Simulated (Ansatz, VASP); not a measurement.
NaH, level by level in two programs

```
Na H
1.0
     0.00000    2.48786    2.48786
     2.48786    0.00000    2.48786
     2.48786    2.48786    0.00000
Na H
1 1
Direct
  0.00000 0.00000 0.00000
  0.50000 0.50000 0.50000
```

Single points on this cell with VASP 6.6.1 and Ansatz 0.2.0. Each row is one pair of runs. Alike in all rows: spin: off; k mesh: 9 × 9 × 9; smearing: fermi-dirac, width 0.05 eV.

```tsv
level	VASP's potentials, cutoff	Ansatz's potentials, cutoff	gap on the k mesh at the Fermi level (eV), VASP	gap on the k mesh at the Fermi level (eV), Ansatz	least direct gap on the mesh (eV), VASP	least direct gap on the mesh (eV), Ansatz	pressure (GPa), VASP	pressure (GPa), Ansatz
PBE	VASP PAW PBE potentials, release 64 (Na_pv, H), 520 eV	Ansatz PAW, 420 eV	3.90	3.90	4.57	4.57	-1.8	-1.7
r2SCAN	VASP PAW PBE potentials, release 64 (Na_pv, H), 520 eV	Ansatz PAW, 500 eV	4.50	?	5.15	?	-2.4	?
LDA	VASP PAW LDA potentials, release 64 (Na_pv, H), 520 eV	Ansatz PAW, 420 eV	3.57	3.57	4.28	4.29	-3.5	-3.5
```

**Question.** Fill in what Ansatz gave in row 2.

**Answer.** gap on the k mesh at the Fermi level (eV): 4.49; least direct gap on the mesh (eV): 5.16; pressure (GPa): -2.2.

Caveats: an odd mesh through Γ misses points on the zone boundary, where band edges often lie (VASP); the PAW data sets were made with another functional, which shifts forces and pressure a little (VASP); odd divisions of the mesh miss points on the zone boundary, where band edges often lie, so the gap on the mesh can be too wide (Ansatz); the PAW data sets come from PBE, with cores solved anew for the run's functional, which leaves a small shift of forces and pressure (Ansatz).
